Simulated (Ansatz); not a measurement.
# Ta: symmetry broken, then relaxed

Method: DFT PBEsol, scalar-relativistic, plane waves, PAW (Ansatz). Settings: plane waves to 420 eV, k-mesh 12×12×8 (Γ-centred), Gaussian smearing 0.15 eV. Spin–orbit coupling is left out, which can shift energies with elements as heavy as these. No spin polarisation. Energies are free energies at this smearing, counted from the undisturbed cell; pressure is positive in compression.

Reference structure (relaxed at this level):

```
Ta
1.0
     2.86694    0.00000    0.00000
    -1.43347    2.48284    0.00000
     0.00000    0.00000    5.09141
Ta
2
Cartesian
  1.4335 0.8276 3.8186
  0.0000 1.6552 1.2729
```

The atoms are displaced (Å, in the unstrained cell):

| atom | ux | uy | uz |
| --- | --- | --- | --- |
| Ta1 | -0.247 | -0.196 | 0.005 |
| Ta2 | 0.247 | 0.196 | -0.005 |

Cell and atoms are then relaxed.

Does the relaxation return to the undisturbed structure?

No. It ends 293.9 meV/atom below it. The disturbance itself cost -111.9 meV/atom. The final space group reads Im-3m (tolerance 0.05 Å) and the volume changes by -2.68 %.

Final structure:

```xyz
2
Lattice="2.8270 -0.2610 0.0000 -1.6395 2.8398 0.0000 0.0000 0.0000 4.6408" Properties=species:S:1:pos:R:3 pbc="T T T"
Ta    1.0036    0.5794    3.4806
Ta    0.1838    1.9993    1.1602
```

The relaxation, step by step (energy from the first step; small jumps at an unchanged geometry come where the plane waves are selected anew for the new cell):

```tsv
step	ΔE (meV/atom)	largest force component (eV/Å)	pressure (GPa)
1	0.0	0.535	-0.77
2	-114.5	0.420	-0.08
3	-164.8	0.119	1.86
4	-180.7	0.065	-0.67
5	-180.8	0.049	0.74
6	-181.1	0.001	0.00
7	-182.0	0.001	0.01
8	-182.0	0.000	0.00
9	-182.0	0.000	0.00
```